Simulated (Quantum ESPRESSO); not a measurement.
Crystal: KI.

```
I K
1.0
     0.00000    3.53277    3.53277
     3.53277    0.00000    3.53277
     3.53277    3.53277    0.00000
I K
1 1
Direct
  0.50000 0.50000 0.50000
  0.00000 0.00000 0.00000
```

Base run:

```yaml
Program: Quantum ESPRESSO 7.5
Functional: WC
Potentials_or_basis: PseudoDojo 0.4.1 SR PBE standard
Cutoff: 1007 eV
Density_cutoff: 4027 eV
k_mesh: 6 × 6 × 6, shifted
Occupations: fermi-dirac, width 0.05 eV
Spin: no spin polarisation
```

Its results: pressure -0.1 GPa; electronic dielectric tensor (diagonal) 2.93.

Question: After a change of settings the same cell gave: pressure 1.4 GPa; electronic dielectric tensor (diagonal) 2.84. Which change was it?
A. functional from WC to BLYP
B. functional from WC to PBEsol; potentials or basis from PseudoDojo 0.4.1 SR PBE standard to PseudoDojo 0.4.1 SR PBEsol standard
C. functional from WC to LDA; potentials or basis from PseudoDojo 0.4.1 SR PBE standard to PseudoDojo 0.4.1 SR LDA standard; cutoff from 1007 eV to 980 eV; density cutoff from 4027 eV to 3918 eV

Answer: A.

BLYP binds less tightly than WC, so the same cell stands under more pressure.

Caveats: the potentials were made for another functional, which shifts forces and pressure.

Not every run made on this cell is shown here.
